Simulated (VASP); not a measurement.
# BaH4 (R-3m) in VASP: a run that goes wrong, beside a sound one

A flawed run on BaH4 and a sound one for comparison.

Program: VASP 6.6.1. These are calculated values, not measurements. Logs are shortened: lines on timing, memory, paths and dates and some standing lists are left out, and cuts for length are marked.

## (1) Starting point

The structure is trigonal, space group R-3m (No. 166). The conventional cell has a = 4.582 Å, b = 4.582 Å, c = 10.609 Å, α = 90.00°, β = 90.00°, γ = 120.00°. Ba (site symmetry -3m) has 14 H at 2.75 to 2.98 Å as nearest neighbours. H (site symmetry 3m) is surrounded by 1 H at 2.17 Å. H (site symmetry 3m) is surrounded by 1 H at 0.77 Å.

The cell was built by a generator and needn't be a form met in nature.

## (2) A run with an altered input

The input, INCAR:

```
SYSTEM = BaH4
PREC = Accurate
ENCUT = 600
EDIFF = 1E-6
ISMEAR = -1
SIGMA = 0.05
LREAL = .FALSE.
LASPH = .TRUE.
NELM = 89
ALGO = Normal
ISIF = 3
LWAVE = .FALSE.
LCHARG = .FALSE.
GGA = PE
IBRION = 2
NSW = 30
EDIFFG = -0.01
IMIX = 1
AMIX = 1.5
BMIX = 1E-4
```

The input, KPOINTS:

```
Automatic mesh
0
G
  5 5 5
  0 0 0
```

The input, POSCAR:

```
BaH4
1.0
    2.2908200000      1.3226000000      3.5362500000
   -2.2908200000      1.3226000000      3.5362500000
    0.0000000000     -2.6452100000      3.5362500000
Ba H
1 4
Direct
    0.0000000000      0.0000000000      0.0000000000
    0.7408700000      0.7408700000      0.7408700000
    0.2591300000      0.2591300000      0.2591300000
    0.4636900000      0.4636900000      0.4636900000
    0.5363100000      0.5363100000      0.5363100000
```

Potentials or basis: VASP PAW PBE potentials, release 64 (Ba_sv, H).

The run is started by

```sh
cat potpaw_PBE.64/Ba_sv/POTCAR potpaw_PBE.64/H/POTCAR > POTCAR
mpirun -np 1 vasp_std > vasp.out
```

OUTCAR:

```text
SYSTEM = BaH4
   PREC = Accurate
   ENCUT = 600
   EDIFF = 1E-6
   ISMEAR = -1
   LREAL = .FALSE.
   LASPH = .TRUE.
   NELM = 89
   ISIF = 3
   GGA = PE
[... 147 lines left out ...]
   LASPH  =      T    aspherical Exc in radial PAW
   ENCUT  =  600.0 eV  44.10 Ry    6.64 a.u.   8.82  8.82  8.82*2*pi/ulx,y,z
   NELM   =     89;   NELMIN=  2; NELMDL= -5     # of ELM steps
   EDIFF  = 0.1E-05   stopping-criterion for ELM
   LREAL  =      F    real-space projection
   EDIFFG = -.1E-01   stopping-criterion for IOM
   NSW    =     30    number of steps for IOM
   IBRION =      2    ionic relax: 0-MD 1-quasi-New 2-CG
   NFREE  =      1    steps in history (QN), initial steepest desc. (CG)
   ISIF   =      3    stress and relaxation
[... 311 lines left out ...]
     10      70.7806      0.00000
     11      76.6997      0.00000

------------------------ aborting loop EDIFF was not reached (unconverged)  ----------------------------

  FORCE on cell =-STRESS in cart. coord.  units (eV):
  Direction    XX          YY          ZZ          XY          YZ          ZX
  --------------------------------------------------------------------------------------
[... 16 lines left out ...]
      0.00000      0.00000      0.00000         0.000000      0.000000      0.000000
      0.00000     -0.00001      7.85970         0.000000     -0.000004      4.530655
      0.00000     -0.00000      2.74905         0.000000      0.000004     -4.530655
      0.00000     -0.00000      4.91917         0.000000      0.000021    -22.798787
      0.00000     -0.00001      5.68958         0.000000     -0.000021     22.798787
 -----------------------------------------------------------------------------------
    total drift:                                0.000000     -0.000000      0.000000

  FREE ENERGIE OF THE ION-ELECTRON SYSTEM (eV)
  ---------------------------------------------------
  free  energy   TOTEN  =     -3954.0999045097 eV

  energy  without entropy=    -3954.0955475545  energy(sigma->0) =    -3954.09772603
```

On the terminal:

```text
POSCAR found type information on POSCAR BaH
 POSCAR found :  2 types and       5 ions
[... 52 lines left out ...]

1
```

It took 1.8 min on 1 thread of Intel Xeon Platinum 8488C (Sapphire Rapids), shared host.

The run ended with an error. The fault, put in on purpose: mixing far too strong (IMIX = 1; AMIX = 1.5; BMIX = 0.0001).

## (3) Relaxation of cell and atoms, PBE

The input, INCAR:

```
PREC = Accurate ; ENCUT = 600
EDIFF = 1E-6 ; ISMEAR = -1
SIGMA = 0.05 ; LREAL = False
LASPH = True ; NELM = 80
ALGO = Normal ; ISIF = 3
LWAVE = False ; LCHARG = False
GGA = PE ; IBRION = 2
NSW = 60 ; EDIFFG = -0.01
```

The input, KPOINTS:

```
Automatic mesh
0
Gamma
  5 5 5
```

POSCAR is that of step 2.

Potentials or basis: VASP PAW PBE potentials, release 64 (Ba_sv, H).

The run is started by

```sh
cat potpaw_PBE.64/Ba_sv/POTCAR potpaw_PBE.64/H/POTCAR > POTCAR
mpirun -np 1 vasp_std > vasp.out
```

It took 49 s on 1 thread of Intel Xeon Platinum 8488C (Sapphire Rapids), shared host; peak memory 0.21 GiB.

Results (log left out):

```
Free energy                            : -16.7898 eV
Relaxed volume                         : 13.06 Å³/atom
Relaxed cell                           : a = 4.439 Å, b = 4.439 Å, c = 4.439 Å, α = 62.52°, β = 62.52°, γ = 62.52°
Space group after relaxing (to 0.05 Å) : R-3m (No. 166)
Energy gained by relaxing              : 0.3 meV/atom
Ionic steps                            : 5
Pressure after relaxing                : 0.0 GPa
Largest force after relaxing           : 0.005 eV/Å
Band gap on the k mesh                 : 2.60 eV, indirect (least direct gap 3.14 eV)
```

Forces in eV/Å, atoms in the order of the input:
```
Ba   0.000  0.000  0.000
H    0.000  0.000  0.004
H    0.000  0.000 -0.004
H    0.000  0.000  0.005
H    0.000  0.000 -0.005
```

Step by step:
| step | energy change (eV) | largest force (eV/Å) | pressure (GPa) | volume (Å³) |
| --- | --- | --- | --- | --- |
| 1 | 0.0000 | 0.0277 | 0.47 | 64.29 |
| 2 | -0.0009 | 0.0093 | 0.33 | 64.64 |
| 3 | -0.0015 | 0.0722 | 0.10 | 65.22 |
| 4 | -0.0008 | 0.1945 | -0.24 | 65.58 |
| 5 | -0.0016 | 0.0047 | 0.01 | 65.32 |

Final structure:
```
Ba H
1.0
     2.30345    1.32989    3.55398
    -2.30345    1.32989    3.55398
     0.00000   -2.65980    3.55398
Ba H
1 4
Direct
  0.00000 0.00000 0.00000
  0.74086 0.74086 0.74086
  0.25914 0.25914 0.25914
  0.46393 0.46393 0.46393
  0.53607 0.53607 0.53607
```

Levels at points of the mesh, in eV from the valence-band top:
```tsv
k point	band 4	band 5	band 6	band 7	band 8	band 9	band 10	band 11
(0.00, 0.00, 0.00)	-11.84	-7.62	-1.65	0.00	3.14	3.14	3.57	5.08
```

Caveat: spin-orbit coupling is left out, which moves the levels of the heavy elements; an odd mesh through Γ misses points on the zone boundary, where band edges often lie.
